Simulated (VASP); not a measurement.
Crystal: GaAs.

```
As Ga
1.0
     0.00000    2.82685    2.82685
     2.82685    0.00000    2.82685
     2.82685    2.82685    0.00000
As Ga
1 1
Cartesian
  4.2403 4.2403 4.2403
  0.0000 0.0000 0.0000
```

```yaml
Program: VASP 6.6.1
Task: relaxation of cell and atoms
Functional: RPBE
Potentials_or_basis: VASP PAW PBE potentials, release 64 (As, Ga_d)
Cutoff: 600 eV
k_mesh: 8 × 8 × 8
Occupations: fermi-dirac, width 0.05 eV
Spin: no spin polarisation
```

At the start: pressure 5.4 GPa; volume 22.59 Å³/atom.

Problem. Where does the relaxation end?

Solution. Over 5 steps the energy falls by 29.5 meV/atom and the volume is 24.51 Å³/atom (+8.5 %); space group F-43m (No. 216, to 0.05 Å).

The path:
| step | energy change (eV) | largest force (eV/Å) | pressure (GPa) | volume (Å³) |
| --- | --- | --- | --- | --- |
| 1 | 0.0000 | 0.0000 | 5.41 | 45.18 |
| 2 | -0.0532 | 0.0000 | -1.36 | 50.36 |
| 3 | -0.0591 | 0.0000 | 0.14 | 48.98 |
| 4 | -0.0591 | 0.0000 | -0.09 | 49.10 |
| 5 | -0.0591 | 0.0000 | 0.00 | 49.01 |

Final structure:
```xyz
2
Lattice="0.0000 2.9046 2.9046 2.9046 0.0000 2.9046 2.9046 2.9046 0.0000" Properties=species:S:1:pos:R:3 pbc="T T T"
As    4.3569    4.3569    4.3569
Ga    0.0000    0.0000    0.0000
```

Caveat: the PAW data sets were made with another functional, which shifts forces and pressure a little.
